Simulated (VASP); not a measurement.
Write the native input for VASP 6.6.1 that does the following.

| Item | Value |
| --- | --- |
| Task | relaxation of cell and atoms |
| Functional | LDA |
| Potentials or basis | VASP PAW LDA potentials, release 64 (Mo_sv, P) |
| Cutoff | 350 eV |
| k mesh | 9 × 9 × 8 |
| Occupations | gaussian, width 0.1 eV |
| Spin | no spin polarisation |
| Further INCAR settings | ALGO = Normal; EDIFF = 1e-07; IBRION = 2; EDIFFG = -0.002; NSW = 80; ISIF = 3 |

The structure of MoP lies in POSCAR:

```
MoP
1.0
    3.2230000000      0.0000000000      0.0000000000
   -1.6115000000      2.7911998800      0.0000000000
    0.0000000000      0.0000000000      3.1910000000
Mo P
1 1
Direct
    0.0000000000      0.0000000000      0.0000000000
    0.3333333300      0.6666666700      0.5000000000
```

The input as run:

INCAR

```
SYSTEM = MoP
  PREC = Accurate
  ENCUT = 350
  EDIFF = 1E-7
  ISMEAR = 0
  SIGMA = 0.1
  LREAL = .FALSE.
  LASPH = .TRUE.
  NELM = 60
  ALGO = Normal
  ISIF = 3
  LWAVE = .FALSE.
  LCHARG = .FALSE.
  GGA = CA
  IBRION = 2
  NSW = 80
  EDIFFG = -0.002
```

KPOINTS

```
Automatic mesh
0
G
  9 9 8
  0 0 0
```

Potentials or basis: VASP PAW LDA potentials, release 64 (Mo_sv, P).

Run with:

```console
$ cat potpaw_LDA.64/Mo_sv/POTCAR potpaw_LDA.64/P/POTCAR > POTCAR
$ mpirun -np 1 vasp_std > vasp.out
```

Results of the run:

```yaml
Relaxed_volume: 13.91 Å³/atom
Relaxed_cell: a = 3.190 Å, b = 3.190 Å, c = 3.158 Å, α = 90.00°, β = 90.00°, γ = 120.00°
Space_group_after_relaxing_to_0.05_Å: P-6m2 (No. 187)
Energy_gained_by_relaxing: 10.5 meV/atom
Ionic_steps: 9
Pressure_after_relaxing: 0.0 GPa
Band_gap_on_the_k_mesh: none (metal or under the smearing width)
```

Wall time 59 s on 1 thread of Intel(R) Xeon(R) Platinum 8175M CPU @ 2.50GHz (Skylake/Cascade Lake), with other jobs on the host, peak memory 0.13 GiB.
